**Smearing width and the density of states at the Fermi energy of rhodium**

The column dos at fermi, written $D$ here, is the number of Kohn-Sham states per eV and per cell at the Fermi energy $E_F$. On a finite k mesh a metal has only a list of discrete levels $\varepsilon_i$, each holding $W_i$ electrons. Each level is broadened into a Gaussian of smearing width $\sigma$, and the sum is read off at $E_F$:

$$D=\frac{1}{\sigma\sqrt{\pi}}\sum_i W_i\,e^{-x_i^2},\qquad x_i=\frac{E_F-\varepsilon_i}{\sigma}.$$

All rows are the same non-magnetic fcc Rh cell, all-electron PBE, on the same mesh, and only $\sigma$ changes.

Calculated values. Kohn-Sham DFT with exciting sodium, all-electron LAPW+lo and the PBE functional, for fcc Rh in its one-atom primitive cell at fixed geometry, without spin polarisation. All rows use a 12×12×12 k mesh, Gaussian smearing, IORA* valence relativity without spin-orbit coupling, rgkmax 9 and a muffin-tin radius of 2.3 bohr.

```
smearing width  dos at fermi (states/eV/cell)
      0.011 eV                          2.384
      0.015 eV                          2.191
      0.019 eV                          2.180
       0.02 eV                          2.170
      0.021 eV                          2.155
      0.022 eV                          2.136
      0.025 eV                          2.061
      0.026 eV                          2.032
        0.1 eV                          0.940
```

**What happens**

$D$ falls from each row to the next, by a factor of 2.54 from first to last, while the total energy moves by 2 meV. The fall is uneven. It is steep in the first interval, almost stops between 0.015 and 0.019 eV, and then steepens again. The explanation followed here is that the Gaussian window covers only a few mesh levels, so that $D$ reports their positions more than the band structure of rhodium.

**How many levels the window holds**

Symmetry makes the levels come in degenerate sets. A general k point of the cubic group has a star of 48 equivalent points, so one band on one star holds $W=2\times48/12^3=0.0556$ electrons, with the 2 for spin. Lying exactly at $E_F$, that star alone would contribute $0.0556/(0.011\sqrt{\pi})=2.85$ states/eV in the narrowest row. This exceeds the whole value in the table.

Dividing $D$ by this peak, taken at each row's own width, gives the content of the window in units of full stars. It is 0.84 in the narrowest row, 1.69 at 0.026 eV and 3.00 in the widest row. Points on symmetry lines and planes have stars of 24 points or fewer, so the number of distinct levels can be twice as large or more. A sum with so few effective terms is far from an integral over bands.

**Two limits and two exact relations**

A single isolated level has its filling fixed by the electron count, so $x$ stays constant. Then $D\propto1/\sigma$, and $E_F=\varepsilon+x\sigma$ moves linearly with the width. A dense, flat continuum is the opposite limit: the window gains levels as fast as each is flattened, and neither $D$ nor $E_F$ depends on $\sigma$.

The general case follows if the levels stay put as $\sigma$ changes. Each level has occupation $(1+\operatorname{erf}x_i)/2$, whose derivative is $g_i=e^{-x_i^2}/\sqrt{\pi}$, and $dx_i=(dE_F-x_i\,d\sigma)/\sigma$. A fixed electron number requires $\sum W_ig_i\,dx_i=0$. Differentiating $\sigma D=\sum W_ig_i$ with $dg_i=-2x_ig_i\,dx_i$ gives a second relation:

$$\frac{dE_F}{d\sigma}=\langle x\rangle,\qquad \frac{d\ln D}{d\ln\sigma}=2\,\mathrm{Var}(x)-1,$$

with averages weighted by $W_ig_i$. The logarithmic slope thus measures how widely the levels are spread across the window: $-1$ for one level, 0 for the flat continuum with variance 1/2. That the levels are rigid is an argument from the core: the 3d level moves by 0.6 meV across the series while $E_F$ drops by 43 meV.

Every slope in the series lies between the two limits. It is $-0.27$ in the first interval and $-0.02$ in the second, and it then steepens row by row to $-0.36$ at the end of the narrow rows. These changes are far larger than rounding of the table can produce, which is about 0.01 at most. The variance derived from a slope only restates it, so the independent evidence has to come from $E_F$.

**The Fermi energy as the test**

For a density that is smooth on the scale of $\sigma$, expanding it to first order under the Gaussian gives $\langle x\rangle=-(\sigma/2)\,D'/D$, where $D'$ is the energy derivative. The drift $dE_F/d\sigma$ should then vanish at small width and grow in proportion to it. The runs show the reverse: the drift is largest in the first interval, $-0.68$, and eases to $-0.48$ at the end of the narrow rows. Its negative sign says that the centre of the weight in the window lies above $E_F$.

Read as a smooth slope, the drift would require the density to change by a factor $e$ within $\sigma/(2|\langle x\rangle|)$. That length is 10 meV in the first interval and 27 meV in the last narrow one, so it follows the width itself. The expansion needs it to be constant and much longer than $\sigma$, and it is neither. The numbers therefore show structure at least as fine as the window. With one or two stars in view, mesh discreteness is the natural source; how much a sharp feature of the real d bands adds is untested.

**The near-plateau**

Two levels are enough to produce such a plateau. Their positions and weights, a flat background and the filling (six parameters) were fitted jointly to $D$ and $E_F$ of the eight narrow rows. The fit puts a heavy level above $E_F$ and a lighter one below it, and drives the background to zero, the lower end of its allowed range. Positions and weights trade against each other, and each fitted level may stand for several close ones, so they are not to be read as band energies.

The row at 0.019 eV, which was part of the fit, has $E_F=12.47615$ eV and $\sigma\sqrt{\pi}=0.0337$ eV. The two terms are

$$x_{\rm up}=\frac{12.47615-12.4917}{0.019}=-0.82,\qquad D_{\rm up}=\frac{2.09\times0.0556\times e^{-0.67}}{0.0337}=1.76,$$

$$x_{\rm low}=\frac{12.47615-12.4577}{0.019}=+0.97,\qquad D_{\rm low}=\frac{0.64\times0.0556\times e^{-0.94}}{0.0337}=0.41.$$

Their sum, 2.17, matches the table value of 2.180 to the accuracy of these rounded factors.

The same arithmetic for the other rows tells the story within the model. In the narrowest row the lower level sits more than two widths away and is almost invisible. Over the first step it starts to enter, but its term gains only about half of what the upper term loses, so $D$ falls steeply. From 0.015 to 0.019 eV the upper term loses about 0.2 states/eV and the lower term, entering the window, gains about as much. Once both are inside, the pair acts more and more as one object and the slope heads back towards the single-level limit. On this reading the plateau is a cancellation of two terms and not a sign of convergence. That no flat continuum has been reached can be seen without the model too, since $E_F$ still drifts at $-0.565$ across the plateau.

The two-level fit reproduces $D$ of the narrow rows with an rms error of 0.0013 states/eV, a few times the rounding. One level on a background is twenty times worse at 0.027, a smooth $\sigma^2$ law gives 0.035, and neither has a plateau; the pure $1/\sigma$ law fails outright. In $E_F$ the two-level fit is good to 0.24 meV rms, slightly worse than a plain straight line in $\sigma$ and of the size of the core-level drift that it ignores. Six parameters on smooth data make a good description, not an identification of the levels. Residuals are in the output that follows.

The widest row was left out of the fits because its window reaches energies that the narrow rows do not probe. There the two-level model gives 0.69 against 0.940, which is 0.25 states/eV too low, as it should be if further levels have entered. The slope of $-0.57$ for the last interval is the steepest of the series, but it is an average over a nearly fourfold widening and may hide further steps. It says that the levels in the wide window carry, on average, less weight per eV than those close to the Fermi energy of the narrow rows.

**The entropy term and the extrapolated energy**

For this smearing the entropy per level is $e^{-x^2}/(2\sqrt{\pi})$, so the term $TS$ in the free energy $F=E-TS$ equals $\sigma^2D/2$. The runs obey this to 0.02 % in all rows, for example $0.1^2\times0.940/2=4.70$ meV in the last. It is the same sum as $D$, so it confirms the convention for the Gaussian and lends $D$ no support. The factor $\sigma^2$ is why a wrong $D$ costs so little energy.

Because $F$ is stationary, $dF/d\sigma=-\sigma D/2$. For constant $D$ this integrates to $F=E_0-TS/2$, so $(E+F)/2$ recovers the zero-width energy $E_0$. With varying $D$ a remainder survives, and it can be bounded, since $\mathrm{Var}(x)\ge0$ forbids $\sigma D$ to decrease. The bounds put the change of $F$ from first to last row between $-3.8$ and $-2.3$ meV, and the runs give $-3$ meV.

For $(E+F)/2$ the bounds are $-1.5$ and 0.0 meV, and the runs give $-1$ meV. The remainder is small but resolved: it lies above the threshold of $10^{-5}$ Ha, about 0.27 meV, to which the energies were converged, though its size is given here only to the nearest meV. Its sign is the expected one. Combining the two relations gives $d[(E+F)/2]/d\sigma=(\sigma^2/4)\,dD/d\sigma$, which is negative where $D$ falls, and the factor $\sigma^2$ places nearly all of the change in the last, wide interval. It is therefore the error that a varying $D$ leaves in the extrapolation, and it does not tell why $D$ varies. For this one-atom cell the extrapolated energy holds to about a meV over the series while $D$ more than halves.

**What to do**

No row should be quoted as the density of states of rhodium. Anything proportional to $D$, such as an electronic heat-capacity coefficient, inherits the full spread of the table. Spin-orbit coupling is off, and shifts of levels by tens of meV would rearrange this sum, which matters before any comparison with measurement.

The neighbouring series that settles the matter varies the mesh. Doubling it in each direction divides the weight of a star by eight and puts about eight times as many stars in the same window. If the coarse mesh is the cause, the curve $D(\sigma)$ should then flatten towards slope zero over a range of widths, and the drift of $E_F$ should shrink as $\sigma$ is reduced, until the window again holds only a few stars. A value can be trusted when $D\sigma\sqrt{\pi}/W$ is large, when the flat range survives a change of mesh, and when $dE_F/d\sigma$ scales with $\sigma$; tetrahedron integration is the usual cross-check. A steady total energy tests none of this.

Printed output of the fit:

```
DOS fall 1.444 states/eV, ratio 2.54; width ratio 9.09; rounding 0.0005
first to last row: E_F -43.0 meV, 3d core level -0.6 meV
one 48-point star holds 0.0556 electrons
width eV | DOS | peak of one star | stars in window | TS meV | TS/(w^2 D/2)
0.011 | 2.384 | 2.85 | 0.84 | 0.144 | 1.0000
0.015 | 2.191 | 2.09 | 1.05 | 0.247 | 1.0002
0.019 | 2.180 | 1.65 | 1.32 | 0.394 | 1.0002
0.020 | 2.170 | 1.57 | 1.38 | 0.434 | 1.0000
0.021 | 2.155 | 1.49 | 1.44 | 0.475 | 1.0001
0.022 | 2.136 | 1.42 | 1.50 | 0.517 | 1.0002
0.025 | 2.061 | 1.25 | 1.64 | 0.644 | 1.0000
0.026 | 2.032 | 1.21 | 1.69 | 0.687 | 0.9998
0.100 | 0.940 | 0.31 | 3.00 | 4.701 | 1.0002
interval | dD | dlnD/dlnw (+-rounding) | Var x | dE_F/dw | e-fold length if smooth, meV
0.011-0.015 | -0.193 | -0.272 (0.001) | 0.36 | -0.678 | 10
0.015-0.019 | -0.011 | -0.021 (0.002) | 0.49 | -0.565 | 15
0.019-0.020 | -0.010 | -0.090 (0.009) | 0.46 | -0.520 | 19
0.020-0.021 | -0.015 | -0.142 (0.009) | 0.43 | -0.500 | 20
0.021-0.022 | -0.019 | -0.190 (0.010) | 0.40 | -0.500 | 21
0.022-0.025 | -0.075 | -0.280 (0.004) | 0.36 | -0.493 | 24
0.025-0.026 | -0.029 | -0.361 (0.012) | 0.32 | -0.480 | 27
0.026-0.100 | -1.092 | -0.572 (0.001) | 0.21 | -0.466 | 68
limits: single level slope -1, Var 0; flat continuum slope 0, Var 0.5
fits to the 8 narrow rows; the 0.1 eV row is predicted
D vs w^2: slope -530.2, rms 0.035, worst 0.074, miss at 0.1 eV -3.86
E_F vs w^2 (meV): slope -14.58, rms 0.514, worst 0.947, miss at 0.1 eV -102.07
E_F vs w (meV): slope -0.5568, rms 0.185, worst 0.317, miss at 0.1 eV -6.91
D = A/w: A 0.0373, rms 0.531, worst 1.004, miss at 0.1 eV -0.57
1 level(s) + background (4 parameters, 16 data): background 1.20; 12.4929 eV x 1.28 stars
  D residuals: -0.022 +0.064 -0.006 -0.015 -0.018 -0.018 +0.002 +0.013; rms 0.0267
  E_F rms 0.70 meV, worst 1.41; at 0.1 eV: D 1.50 (miss +0.56), E_F miss about +25 meV
2 level(s) + background (6 parameters, 16 data): background 0.00; 12.4577 eV x 0.64 stars, 12.4917 eV x 2.09 stars
  D residuals: -0.000 +0.002 -0.002 -0.001 +0.001 +0.002 +0.000 -0.001; rms 0.0013
  E_F rms 0.24 meV, worst 0.35; at 0.1 eV: D 0.69 (miss -0.25), E_F miss about +9 meV
first to last row, meV (printed to 1 meV): E +2, F -3, (E+F)/2 -1
bounds from dF/dw = -wD/2: F -3.78 to -2.25, (E+F)/2 -1.50 to +0.02 meV
F change over the narrow rows -0.30 meV; with constant D = last row, F would change -2.28 meV
```
